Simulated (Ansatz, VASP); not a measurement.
## ZrC in VASP and in Ansatz

The input INCAR:

```
SYSTEM = ZrC
PREC     = Accurate       ! precision mode
ENCUT    = 520            ! plane-wave cutoff, eV
EDIFF    = 1E-7           ! SCF threshold, eV
ISMEAR   = 0              ! smearing method
SIGMA    = 0.15           ! smearing width, eV
LREAL    = .FALSE.        ! projectors in reciprocal space
LASPH    = .TRUE.         ! aspherical terms in the spheres
NELM     = 80             ! most SCF steps
ALGO     = Normal         ! electronic algorithm
ISIF     = 2              ! what is computed and relaxed
LWAVE    = .FALSE.        ! write WAVECAR
LCHARG   = .TRUE.         ! write CHGCAR
GGA      = CA             ! functional
LELF     = .TRUE.         ! ELF
LVHAR    = .TRUE.       
NBANDS   = 15             ! bands
```

Contents of KPOINTS:

```
Automatic mesh
0
G
  16 16 16
  0 0 0
```

POSCAR

```
ZrC
1.0
    0.0000000000      2.2936921226      2.3748015875
    2.2936921226      0.0000000000      2.3748015875
    2.2936921226      2.2936921226      0.0000000000
Zr C
1 1
Direct
    0.5000000000      0.5000000000      0.5000000000
    0.0000000000      0.0000000000      0.0000000000
```

Input for Ansatz:

```yaml
crystal:
  lattice:
    - [0.0, 2.2936921226, 2.3748015875]
    - [2.2936921226, 0.0, 2.3748015875]
    - [2.2936921226, 2.2936921226, 0.0]
  atoms:
    - { symbol: Zr, position: [0.5, 0.5, 0.5] }
    - { symbol: C, position: [0.0, 0.0, 0.0] }
basis:
  ecutwfc: 520.0
kpoints:
  mp_grid: { grid: [16, 16, 16] }
hamiltonian:
  xc: lda
scf:
  occupations: { method: gaussian, width: 0.15 }
output:
  forces: true
  stress: true
  eigenvalues: true
```

Change from the starting cell: mode 4 frozen in at +0.000 Å, strain +e along z and -e/2 along x and y +0.0233.

Alike in both runs: task single point; functional LDA; k mesh 16 × 16 × 16; occupations gaussian, width 0.15 eV; no spin polarisation.

|  | VASP | Ansatz |
| --- | --- | --- |
| version | VASP 6.6.1 | Ansatz 0.2.0 |
| potentials or method | VASP PAW LDA potentials, release 64 (Zr_sv, C) | scalar-relativistic, plane waves, PAW |
| plane-wave cutoff (eV) | 520 | 520 |
| valence electrons in the cell | 16 | 16 |

|  | VASP | Ansatz | Ansatz less VASP |
| --- | --- | --- | --- |
| gap on the k mesh at the Fermi level (eV) | none | none | - |
| pressure (GPa) | 1.3 | 0.7 | -0.64 |
| largest component of the traceless stress (GPa) | 9.24 | 9.16 | -0.089 |

A gap of «none» marks a metal or a gap that the smearing closes.
